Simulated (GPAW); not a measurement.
Runs of GPAW 26.7.0 on SnSe2. It takes space group P-3m1 (No. 164, trigonal). The conventional cell has a = 3.811 Å, b = 3.811 Å, c = 6.136 Å, α = 90.00°, β = 90.00°, γ = 120.00°. Sn (site symmetry -3m) is surrounded by 6 Se at 2.68 Å. Se (site symmetry 3m) has 3 Sn at 2.68 Å as nearest neighbours. 

```tsv
task	level	potentials or basis	spin	cell	optimizer	fmax	max steps	target pressure	band path	gap on the mesh (eV)	pressure (GPa)	largest force (eV/Å)
relaxation of cell and atoms	PBEsol+D4	PAW data sets generated in the run's folder for this functional, pw	off	relaxed to -1 GPa	FIRE	0.02 eV/Å	40	-1 GPa	-	0.63	-1.1	0.02
relaxation of cell and atoms	revPBE+D3(BJ)	the program's PAW data sets (release 1.2.1) made for this functional, pw	off	relaxed	BFGS	0.02 eV/Å	100	-	-	0.56	0.0	0.01
band structure	PBEsol	PAW data sets generated in the run's folder for this functional, pw	SOC, no magnetisation	as given	-	-	-	-	GMKGALHA,LM,KH	0.65	2.4	0.54
relaxation of cell and atoms	PBEsol+D3(BJ)	PAW data sets generated in the run's folder for this functional, pw	off	relaxed to 20 GPa	BFGS	0.02 eV/Å	60	20 GPa	-	(b)	20.0	0.01
band structure	optPBE-vdW	GPAW PAW data sets (gpaw-data 1.2.1), pw	SOC, no magnetisation	as given	-	-	-	-	GMKGALHA,LM,KH	0.73	-	(a)
```

Alike in all rows: k mesh 6 × 6 × 3; cutoff (eV) 600; smearing fermi-dirac 0.05 eV.

Problem. Fill in the values left out.

Solution. (a) 1.03; (b) none.

Caveats: later steps reuse the first step's grids (some runs); spin-orbit coupling is left out, which moves the levels of the heavy elements (some runs); an odd mesh through Γ misses points on the zone boundary, where band edges often lie (some runs); spin-orbit coupling was added after a scalar SCF, so levels and gaps hold it while energy, forces, pressure and moments don't (some runs); this program's spin-orbit splittings come out too wide for heavy elements (some runs); this functional lacks dispersion, which binds the layers, so the pressure and a relaxed spacing across them are unreliable (some runs).

A k mesh can miss the band edges, and rows without SOC leave out spin-orbit coupling on Se, Sn.

Runs at the PBE level aren't shown here.
